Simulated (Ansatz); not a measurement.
Crystal: Zr.

```
Zr
1.0
     3.23200    0.00000    0.00000
    -1.61600    2.79899    0.00000
     0.00000    0.00000    5.14700
Zr
2
Cartesian
  1.6160 0.9330 3.8603
  0.0000 1.8660 1.2868
```

```yaml
Program: Ansatz 0.2.0
Task: relaxation of cell and atoms
Functional: BLYP
Potentials_or_basis: all-electron LAPW, scalar-relativistic
Basis_error_allowed: 0.001 eV/atom
k_mesh: 9 × 9 × 5
Occupations: fermi-dirac, width 0.05 eV
Spin: no spin polarisation
```

At the start: volume 23.28 Å³/atom.

Where does the relaxation end?

Over 5 steps the energy falls by 10.1 meV/atom and the volume is 24.17 Å³/atom (+3.8 %); space group P6_3/mmc (No. 194, to 0.05 Å).

The path:
| step | energy change (eV) | largest force (eV/Å) | volume (Å³) |
| --- | --- | --- | --- |
| 1 | 0.0000 | 0.0000 | 46.56 |
| 2 | -0.0201 | 0.0000 | 48.30 |
| 3 | -0.0202 | 0.0000 | 48.34 |
| 4 | -0.0202 | 0.0000 | 48.34 |
| 5 | -0.0202 | 0.0000 | 48.34 |

Final structure:
```cif
data_structure
_symmetry_space_group_name_H-M 'P 1'
_symmetry_Int_Tables_number 1
_cell_length_a 3.2636
_cell_length_b 3.2636
_cell_length_c 5.2408
_cell_angle_alpha 90.000
_cell_angle_beta 90.000
_cell_angle_gamma 120.000
_cell_volume 48.34
loop_
_atom_site_label
_atom_site_type_symbol
_atom_site_fract_x
_atom_site_fract_y
_atom_site_fract_z
_atom_site_occupancy
Zr1 Zr 0.66667 0.33333 0.75000 1
Zr2 Zr 0.33333 0.66667 0.25000 1
```
